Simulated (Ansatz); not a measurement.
Computed energy against volume: AlSb (zinc blende)

AlSb (zinc blende)

```
AlSb
1.0
    0.00000     3.07861     3.07861
    3.07861     0.00000     3.07861
    3.07861     3.07861     0.00000
Sb Al
1 1
Cartesian
  4.61792   4.61792   4.61792
  0.00000   0.00000   0.00000
```

Equation-of-state scan: isotropic scaling of the cell above, V₀ being its volume. Symmetry pins the atoms to their sites.

The numbers are results of PBEsol (plane waves to 420 eV, PAW, scalar-relativistic; Ansatz, a program for electronic structure), not measurements. k mesh 13×13×13 (Γ-centred), Fermi-Dirac smearing 0.05 eV. The energy includes the smearing's −TS. Compression counts positive. AlSb was relaxed with its symmetry unable to fall. Spin-orbit coupling is left out, though Sb is heavy. The PAW data are Ansatz's earlier set. The zero of ΔE is the relaxed starting cell.

```
a (Å)   ΔE (meV/atom)  P (GPa)
------  -------------  -------
5.9447           59.2     7.14
5.9884           36.5     5.39
6.0315           19.8     3.82
6.0740            8.5     2.41
6.1159            2.1     1.14
6.1572            0.0     0.01
6.1980            1.9    -1.01
6.2383            7.2    -1.93
6.2780           15.8    -2.75
6.3172           27.1    -3.48
6.3560           41.0    -4.13
```

Read from the data:

- Pressure at the smallest volume = 7.14 GPa
- Energy cost of the largest compression = 59.2 meV/atom
- Energy cost of the largest expansion = 41.0 meV/atom
- Bulk modulus B₀ (third-order Birch-Murnaghan fit) = 53.7 GPa
- Pressure derivative B₀′ (fit) = 4.4
- Equilibrium volume of the fit = 29.18 Å³/atom
- Pressure for 5 % compression (fit) = 3.1 GPa

The 11 points together took about 50 core-seconds (a rough figure).

(A scan under strain: stresses follow from slopes of the energy per volume, elastic moduli from its curvatures.)
